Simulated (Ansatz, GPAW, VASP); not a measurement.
## BAs: 3 runs at one level of theory

```xyz
2
Lattice="0.0000 2.3885 2.3885 2.3885 0.0000 2.3885 2.3885 2.3885 0.0000" Properties=species:S:1:pos:R:3 pbc="T T T"
As    3.5827    3.5827    3.5827
B     0.0000    0.0000    0.0000
```

Alike in all runs: task band structure; functional revPBE; k mesh 10 × 10 × 10; occupations fermi-dirac, width 0.05 eV; no spin polarisation; no spin-orbit coupling. Pressure is positive in compression and, in plane waves, holds the error of the finite cutoff. Gaps are the smaller of the mesh's and the band path's.

| program and potentials | plane-wave cutoff (eV) | notes | band gap (eV) | pressure (GPa) |
| --- | --- | --- | --- | --- |
| VASP, PBE PAW files As, B, 520 eV | 520 | potentials made for PBE | 1.20 | 5.35 |
| Ansatz, all-electron LAPW, scalar-relativistic | - | - | 1.21 | 4.72 |
| GPAW, the program's PAW data sets (release 1.2.1) made for this functional | 800 | - | 1.20 | 5.29 |

The band gap spans 1.20 (VASP, PBE PAW files As, B, 520 eV) to 1.21 eV (Ansatz, all-electron LAPW, scalar-relativistic), with all-electron results at 1.21. The pressure spans 4.72 (Ansatz, all-electron LAPW, scalar-relativistic) to 5.35 GPa (VASP, PBE PAW files As, B, 520 eV), with all-electron results at 4.72. Spin-orbit coupling, left out here, moves the band edges of heavy atoms. The paths' points differ, which is worth about 0.01 eV.

The functional is the same throughout but for its coding, so the spread measures potentials, basis and numerics; runs on potential files found faulty are left out.
